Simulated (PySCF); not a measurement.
**Computed NMR parameters against published values**

Geometry:
```csv
atom,x (Å),y (Å),z (Å)
C1,-1.443,0.229,0.412
C2,-0.156,-0.574,0.293
C3,1.015,0.290,-0.098
O4,0.989,1.472,-0.305
O5,2.145,-0.431,-0.196
H6,-2.269,-0.419,0.691
H7,-1.334,1.006,1.164
H8,-1.675,0.709,-0.535
H9,-0.250,-1.361,-0.459
H10,0.095,-1.060,1.239
H11,2.888,0.140,-0.447
```

No solvent model, non-relativistic, single conformer, rapidly exchanging positions averaged. GIAO PBE0/pcSseg-1 shieldings; geometry: GFN2-xTB; PySCF 2.14.

Reference values: measured (solution, not stated per compound (mostly CDCl3 or CCl4); Pretsch, Buehlmann, Badertscher, Structure Determination of Organic Compounds, 4th ed. (2009)).
```csv
atoms,quantity,reference,computed,"computed, scaled"
C2,δ 13C,28.5,28.6,25.7
C1,δ 13C,9.6,10.5,8.1
H9/H10,δ 1H,2.36,2.39,2.35
H6/H7/H8,δ 1H,1.16,1.15,1.17
```

Computed shifts are σ(ref) − σ with the named reference compound (TMS for H and C) calculated as an isolated molecule at the same level. The measured values may be among those fitted. Shieldings were converted by linear fits to measured shifts (mostly CDCl3, TMS scale, for H and C): 13C: δ = 179.97 − 0.974σ (rms 2.1 ppm, 958 shifts, 2.3 ppm with the 13 outliers that the fit left out); 1H: δ = 30.01 − 0.943σ (rms 0.17 ppm, 504 shifts, 0.18 ppm with the 4 outliers that the fit left out). Occasional misses reach two or three times the rms, and more in compound classes unlike the fitted ones. H not on carbon is unscaled (vs computed TMS).

**Question.** How far are the unscaled 13C shifts from the references?

**Answer.** Mean signed difference +0.50 ppm, mean absolute 0.50 ppm over 2 comparisons; the largest is +0.9 ppm at C1 (methyl carbon).

**Question.** How far are the unscaled 1H shifts from the references?

**Answer.** Mean signed difference +0.01 ppm, mean absolute 0.02 ppm over 2 comparisons; the largest is +0.03 ppm at H9/H10 (hydrogen on an sp3 CH2 α to a carbonyl).

4 of the 5 published NMR values on file for this molecule are compared. The rest: values whose atom or origin is in doubt.
